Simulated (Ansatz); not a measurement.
O (Cmme) from a database structure, relaxed with r2SCAN+rVV10 in the PAW code Ansatz: it is orthorhombic, Cmme (No. 67); a = 2.988 Å, b = 7.517 Å, c = 4.026 Å in the conventional setting, 11.30 Å³ an atom. Around O lie 1 O at 1.20 Å. The primitive cell holds 4 atoms in 45.21 Å³. The values are computed, spin-unpolarised, and not measurements.

Computed values: PBE gives a gap of 0.91 eV and PBE0 (25 % exact exchange) 2.41 eV; one over PBE's mean ε∞ is 0.172. HSE06 (6×4×6) gives a least gap of 1.70 eV, with the direct gap within 0.05 eV of it.

Task: What is the density?

Result: The cell holds 4 O: M = 4×15.999 = 64.00 u in V = 45.21 Å³. ρ = 1.66054 × M/V = 1.66054 × 64.00/45.21 = 2.351 g/cm³, for the static r2SCAN+rVV10 lattice.

Task: Taking the gap as linear in the share of unscreened exchange, estimate the gap of the hybrid whose share is 1/ε∞.

Result: The slope is (2.41 − 0.91)/0.25 = 6.00 eV per unit share, so E_g ≈ 0.91 + 6.00 × 0.172 = 1.94 eV. The run with that share gives 1.92 eV (6×4×6 mesh), -0.02 eV from the straight line.

Task: At what wavelength does absorption set in by HSE06, excitons left aside?

Result: λ = 1239.84 eV nm/E: 729 nm for the least gap.

The meshes of the hybrids are coarse, so their gaps aren't converged to the digits shown.
